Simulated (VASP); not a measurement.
Consider the following.

```xyz
6
Lattice="4.5324 0.0000 0.0000 0.0000 4.5324 0.0000 0.0000 0.0000 2.9992" Properties=species:S:1:pos:R:3 pbc="T T T"
Mg     0.0000     0.0000     0.0000
Mg     2.2662     2.2662     1.4996
F      1.3722     1.3722     0.0000
F      3.6384     0.8940     1.4996
F      0.8940     3.6384     1.4996
F      3.1601     3.1601     0.0000
```

These are LDA (Ceperley-Alder, Perdew-Zunger), VASP's LDA PAW potentials (set 64) (plane waves; VASP) values and carry that method's errors. Numerical set-up: 520 eV cut-off, 6×6×9 Γ-centred mesh, Gaussian smearing of 0.010 eV, potentials Mg F.

### Question
Give the direction-averaged independent-particle dielectric function (no local fields, no excitons; a broadening of 0.1 eV leaves a tail below the gap, and fine structure carries the noise of the k-mesh).

### Answer

```json
[
 {"ħω (eV)": "0.00", "ε₁": "2.03", "ε₂": "0.00"},
 {"ħω (eV)": "0.40", "ε₁": "2.03", "ε₂": "0.00"},
 {"ħω (eV)": "0.80", "ε₁": "2.03", "ε₂": "0.00"},
 {"ħω (eV)": "1.20", "ε₁": "2.04", "ε₂": "0.00"},
 {"ħω (eV)": "1.60", "ε₁": "2.04", "ε₂": "0.00"},
 {"ħω (eV)": "2.10", "ε₁": "2.05", "ε₂": "0.00"},
 {"ħω (eV)": "2.50", "ε₁": "2.06", "ε₂": "0.00"},
 {"ħω (eV)": "2.90", "ε₁": "2.07", "ε₂": "0.00"},
 {"ħω (eV)": "3.30", "ε₁": "2.09", "ε₂": "0.00"},
 {"ħω (eV)": "3.80", "ε₁": "2.11", "ε₂": "0.00"},
 {"ħω (eV)": "4.20", "ε₁": "2.13", "ε₂": "0.01"},
 {"ħω (eV)": "4.60", "ε₁": "2.15", "ε₂": "0.01"},
 {"ħω (eV)": "5.00", "ε₁": "2.18", "ε₂": "0.01"},
 {"ħω (eV)": "5.40", "ε₁": "2.21", "ε₂": "0.01"},
 {"ħω (eV)": "5.90", "ε₁": "2.26", "ε₂": "0.01"},
 {"ħω (eV)": "6.30", "ε₁": "2.31", "ε₂": "0.01"},
 {"ħω (eV)": "6.70", "ε₁": "2.38", "ε₂": "0.02"},
 {"ħω (eV)": "7.10", "ε₁": "2.47", "ε₂": "0.03"},
 {"ħω (eV)": "7.60", "ε₁": "2.62", "ε₂": "0.11"},
 {"ħω (eV)": "8.00", "ε₁": "2.69", "ε₂": "0.33"},
 {"ħω (eV)": "8.40", "ε₁": "2.55", "ε₂": "0.56"},
 {"ħω (eV)": "8.80", "ε₁": "2.52", "ε₂": "0.56"},
 {"ħω (eV)": "9.20", "ε₁": "2.77", "ε₂": "0.66"},
 {"ħω (eV)": "9.70", "ε₁": "2.23", "ε₂": "0.80"},
 {"ħω (eV)": "10.10", "ε₁": "2.60", "ε₂": "0.59"},
 {"ħω (eV)": "10.50", "ε₁": "2.49", "ε₂": "0.99"},
 {"ħω (eV)": "10.90", "ε₁": "2.49", "ε₂": "0.89"},
 {"ħω (eV)": "11.40", "ε₁": "2.36", "ε₂": "1.07"},
 {"ħω (eV)": "11.80", "ε₁": "2.43", "ε₂": "0.93"},
 {"ħω (eV)": "12.20", "ε₁": "2.54", "ε₂": "1.14"},
 {"ħω (eV)": "12.60", "ε₁": "2.31", "ε₂": "1.40"},
 {"ħω (eV)": "13.10", "ε₁": "2.36", "ε₂": "1.25"}
]
```
ε₂ peaks at 8.3 eV (height 0.6), 9.6 eV (height 1.0), 10.5 eV (height 1.0), 11.4 eV (height 1.1), 12.6 eV (height 1.4); ε₁(0) averages 2.03, so the electronic refractive index below the gap tends to √2.03 = 1.43.

The compound is MgF2 in the rutile structure. It was relaxed first, which changed the volume by -5 %.
